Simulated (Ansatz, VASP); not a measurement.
# One calculation of SnSe, two programs

The input INCAR:

```
SYSTEM = SnSe
PREC = Accurate ; ENCUT = 520
EDIFF = 1E-6 ; ISMEAR = -1
SIGMA = 0.02 ; LREAL = .FALSE.
LASPH = .TRUE. ; NELM = 60
ALGO = Normal ; ISIF = 2
LWAVE = .FALSE. ; LCHARG = .FALSE.
GGA = PE ; NBANDS = 17
```

File KPOINTS:

```
Automatic mesh
0
G
  8 8 8
  0 0 0
```

The input POSCAR:

```
SnSe
1.0
    3.6653564517      0.0000000000      0.0000000000
    0.0000000000      3.6653564517      0.0000000000
    0.0000000000      0.0000000000      3.6653564517
Sn Se
1 1
Direct
    0.0000000000      0.0000000000      0.0000000000
    0.5000000000      0.5000000000      0.5000000000
```

Input for Ansatz:

```yaml
crystal:
  lattice:
    - [3.6653564517, 0.0, 0.0]
    - [0.0, 3.6653564517, 0.0]
    - [0.0, 0.0, 3.6653564517]
  atoms:
    - { symbol: Sn, position: [0.0, 0.0, 0.0] }
    - { symbol: Se, position: [0.5, 0.5, 0.5] }
kpoints:
  mp_grid: { grid: [8, 8, 8] }
  band_path:
    path:
      - [[0.0, 0.0, 0.0], [-6.320161729267e-51, 0.5, -1.751471259584e-35], [0.5, 0.5, -1.313603444688e-34], [0.0, 0.0, 0.0], [0.5, 0.5, 0.5], [-6.320161729267e-51, 0.5, -1.751471259584e-35]]
      - [[0.5, 0.5, 0.5], [0.5, 0.5, -1.313603444688e-34]]
    npoints: 10
hamiltonian:
  xc: pbe
scf:
  occupations: { method: fermi_dirac, width: 0.02 }
  n_extra_bands: 4
output:
  forces: true
  stress: true
  eigenvalues: true
```

The cell was built by a generator and needn't be a form met in nature.

Alike in both runs: task single point; functional PBE; k mesh 8 × 8 × 8; occupations fermi-dirac, width 0.02 eV; no spin polarisation.

|  | VASP | Ansatz |
| --- | --- | --- |
| version | VASP 6.6.1 | Ansatz 0.2.0 |
| potentials or method | VASP PAW PBE potentials, release 64 (Sn_d, Se) | plane waves, PAW |
| plane-wave cutoff (eV) | 520 | 420 |
| valence electrons in the cell | 20 | 30 |

```csv
,VASP,Ansatz,Ansatz less VASP
pressure (GPa),1.0,1.0,-0.01
```

The functional is the same, so the differences come from potentials, cutoffs and numerics. The two sets of potentials don't hold the same shells in valence.
